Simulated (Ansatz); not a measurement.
# Nb: the cost of one run

Program: Ansatz 0.2.0. Level of theory: DFT r2SCAN, scalar-relativistic, plane waves, PAW. These are calculated values, not measurements.

The COD entry's cell or inner coordinates are ideal or old and differ from later refinements, so a difference from it is no clean test against experiment.

1 further run of the same task is left out (set aside as unsound or not needed).

**1. The starting structure**

The structure is cubic, space group Im-3m (No. 229). Conventional cell: a = 3.328 Å, b = 3.328 Å, c = 3.328 Å, α = 90.00°, β = 90.00°, γ = 90.00°. Nb (site symmetry m-3m) has 8 Nb at 2.88 Å as nearest neighbours.

Structure file:

```cif
data_structure
_symmetry_space_group_name_H-M 'P 1'
_symmetry_Int_Tables_number 1
_cell_length_a 2.8820
_cell_length_b 2.8820
_cell_length_c 2.8820
_cell_angle_alpha 109.471
_cell_angle_beta 109.471
_cell_angle_gamma 109.471
_cell_volume 18.43
loop_
_atom_site_label
_atom_site_type_symbol
_atom_site_fract_x
_atom_site_fract_y
_atom_site_fract_z
_atom_site_occupancy
Nb1 Nb 0.00000 0.00000 0.00000 1
```

The structure comes from the Crystallography Open Database.

**2. Functional and cell changed: r2SCAN**

The change: strain xx, yy, zz, yz, xz, xy = +4.1, +4.1, +4.1, +0.0, +0.0, +0.0 %.

input.yaml

```yaml
crystal:
  lattice:
    - [-1.7316228465, 1.7316228465, 1.7316228465]
    - [1.7316228465, -1.7316228465, 1.7316228465]
    - [1.7316228465, 1.7316228465, -1.7316228465]
  atoms:
    - { symbol: Nb, position: [0.0, 0.0, 0.0] }
basis:
  ecutwfc: 500
kpoints:
  mp_grid: { grid: [18, 18, 18] }
hamiltonian:
  xc: r2scan
scf:
  occupations: { method: gaussian, width: 0.1 }
output:
  forces: true
  stress: true
  eigenvalues: true
```

Started as:

```bash
ansatz run input.yaml --threads 1 --pin off --max-ram 1331MiB --backend cpu --events-out ev --progress --plain --runs-dir out
```

**Question.** How long does this run take on 1 thread of an x86-64 CPU, shared host, and how much memory does it need?

About 9.8 s, with a peak of 0.42 GiB.
